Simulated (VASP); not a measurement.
Runs of VASP 6.6.1 on VH. All rows change the cell; the cell of one of them follows. It takes space group Fm-3m (No. 225, cubic). Conventional cell: a = 3.731 Å, b = 3.731 Å, c = 3.731 Å, α = 90.00°, β = 90.00°, γ = 90.00°. V (site symmetry m-3m) is surrounded by 6 H at 1.87 Å. H (site symmetry m-3m) is surrounded by 6 V at 1.87 Å. The cell comes from a database or a generator and needn't be the stable form of this composition.

```csv
cell,gap on the mesh (eV),pressure (GPa)
"strain -0.050 along x and y, -0.050 along z, atoms carried along",none,(a)
"strain +0.000 along x and y, -0.050 along z, atoms carried along",none,7.4
"strain +0.050 along x and y, +0.000 along z, atoms carried along",none,-19.7
"strain -0.050 along x and y, +0.050 along z, atoms carried along",none,8.7
```

Alike in all rows: task single point; level PBEsol; potentials or basis VASP PAW PBE potentials, release 64 (V_sv, H); no spin polarisation; k mesh 20 × 20 × 20; cutoff (eV) 520; smearing gaussian 0.15 eV.

Problem. Estimate the missing entries.

Solution. (a) 37.7.

Caveats: so large a pressure means that the cell lies far from this level's equilibrium, or that cutoff or potentials fall short (some runs); the potentials were made for another functional, which shifts forces and pressure (some runs); the PAW data sets were made with another functional, which shifts forces and pressure a little (some runs).

A gap of «none» marks a metal or a gap under the smearing width.
